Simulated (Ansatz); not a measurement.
P:

```
P
1.0
     1.64774   -5.46504    0.00000
     1.64774    5.46504    0.00000
     0.00000    0.00000    4.54364
P
4
Direct
  0.90414 0.09586 0.58882
  0.09586 0.90414 0.41118
  0.59586 0.40414 0.08882
  0.40414 0.59586 0.91118
```

Base run:

- Program: Ansatz 0.2.0
- Functional: PBE0
- Potentials or basis: Ansatz PAW
- Cutoff: 420 eV (not typed: the program's choice for these potentials)
- k mesh: 5 × 5 × 4
- Occupations: fermi-dirac, width 0.05 eV
- Spin: no spin polarisation

Its results: band gap on the k mesh 1.68 eV, direct; pressure -0.2 GPa; largest force 0.145 eV/Å.

Q: After a change of settings the same cell gave: band gap on the k mesh 0.44 eV, direct; pressure 2.1 GPa; largest force 0.332 eV/Å. Which change was it?
A. functional from PBE0 to RPBE
B. functional from PBE0 to PBEsol
C. functional from PBE0 to r2SCAN; cutoff from 420 eV (not typed: the program's choice for these potentials) to 500 eV (not typed: the program's choice for these potentials)
D. functional from PBE0 to PBE

A: D.

PBE0 gives the wider gap, since exact exchange removes part of the self-interaction.

Caveats: odd divisions of the mesh miss points on the zone boundary, where band edges often lie, so the gap on the mesh can be too wide; the density of states is complete only up to the lowest level of the last band computed; the PAW data sets come from PBE, with cores solved anew for the run's functional, which leaves a small shift of forces and pressure (some runs); the thresholds are loose for stress (some runs).
